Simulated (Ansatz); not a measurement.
**RuS2 (CdI2 type): response to moved atoms and strain**

How does RuS2 (CdI2 type) push back when it is distorted? Each run changes the relaxed cell in one way. The cell was built by placing the elements on the sites of a structure type; the runs don't test whether it is the stable form.

Method: DFT PBE, scalar-relativistic, plane waves, PAW, in Ansatz 0.2.0.

4 further runs of the same task are left out: 4 that didn't finish. Runs told in other sessions of the task aren't counted.

### 1 The starting structure

It takes space group P-3m1 (No. 164, trigonal). Conventional cell: a = 3.436 Å, b = 3.436 Å, c = 5.159 Å, α = 90.00°, β = 90.00°, γ = 120.00°. Ru (site symmetry -3m) has 6 S at 2.38 Å in its first shell of neighbours. Around S (site symmetry 3m) lie 3 Ru at 2.38 Å.

Structure file:

```xyz
3
Lattice="3.4363 0.0000 0.0000 -1.7182 2.9759 0.0000 0.0000 0.0000 5.1593" Properties=species:S:1:pos:R:3 pbc="T T T"
Ru    0.0000    0.0000    0.0000
S     0.0000    1.9840    1.3093
S     1.7182    0.9920    3.8500
```

An earlier run at PBE left this cell at 17.587 Å³/atom and 0.02 GPa (12×12×8 mesh).

The changes: atom 3 (S) moved 0.08 Å along y; atom 1 (Ru) moved 0.12 Å along y; strain e6 = +0.02, atoms carried along; strain e1 = +0.02, atoms carried along.

### 2 Atom 3 (S) moved 0.08 Å along y

File input.yaml:

```yaml
crystal:
  lattice:
    - [3.4363295606, 0.0, 0.0]
    - [-1.7181647803, 2.9759486953, 0.0]
    - [0.0, 0.0, 5.1593450393]
  atoms:
    - { symbol: Ru, position: [0.0, 0.0, 0.0], spin: 0.58 }
    - { symbol: S, position: [0.3333333333, 0.6666666667, 0.2537758778] }
    - { symbol: S, position: [0.6801077586, 0.3602155172, 0.7462241222] }
basis:
  ecutwfc: 420
  ecutrho_ratio: 4
kpoints:
  mp_grid: { grid: [12, 12, 8] }
hamiltonian:
  xc: pbe
scf:
  occupations: { method: gaussian, width: 0.05 }
  lower_state_search: "off"
output:
  forces: true
  stress: true
  eigenvalues: true
  populations: true
  write_density: true
  write_potential: true
  elf: true
  volumetric_format: npy
magnetization:
  spin_polarized: true
checkpoint:
  read: start.run
  write: ck
  compress: false
  write_wavefunctions: false
  write_every: 100000
```

start.run holds the converged state of the cell before the atoms were moved.

On the command line:

```sh
ansatz run input.yaml --threads 2 --pin off --max-ram 2662MiB --backend cpu --events-out ev --progress --plain --runs-dir out
```

Further steps of the session: Atom 1 (Ru) moved 0.12 Å along y; Strain e6 = +0.02, atoms carried along; Strain e1 = +0.02, atoms carried along.

**Question.** What will these runs give? Wanted: for each run, change; change of free energy; largest force; largest change of stress.

The runs gave:

| change | change of free energy (meV/atom) | largest force (eV/Å) | largest change of stress (GPa) |
| --- | --- | --- | --- |
| atom 3 (S) moved 0.08 Å along y | 5.87 | 0.458 | 2.18 |
| atom 1 (Ru) moved 0.12 Å along y | 17.70 | 0.841 | 1.32 |
| strain e6 = +0.02, atoms carried along | 0.84 | 0.147 | 1.24 |
| strain e1 = +0.02, atoms carried along | 4.32 | 0.252 | 3.92 |

Moving atom 3 by 0.08 Å meets a restoring force of 0.456 eV/Å along the move, a force constant of about 5.7 eV/Å². Moving atom 1 by 0.12 Å meets a restoring force of 0.841 eV/Å along the move, a force constant of about 7.0 eV/Å². The strain e6 = +0.02 changes that stress component by -0.79 GPa (compression positive), a ratio of 39 GPa; that is a secant over a finite strain with the atoms carried along, not the elastic constant. The largest change, +1.24 GPa, is in component xz. The strain e1 = +0.02 changes that stress component by -3.92 GPa (compression positive), a ratio of 196 GPa; that is a secant over a finite strain with the atoms carried along, not the elastic constant. No change lowers the energy by more than 0.5 meV/atom; other distortions weren't tried. No dispersion term is included, so distances between weakly bound layers or units are the least certain numbers.
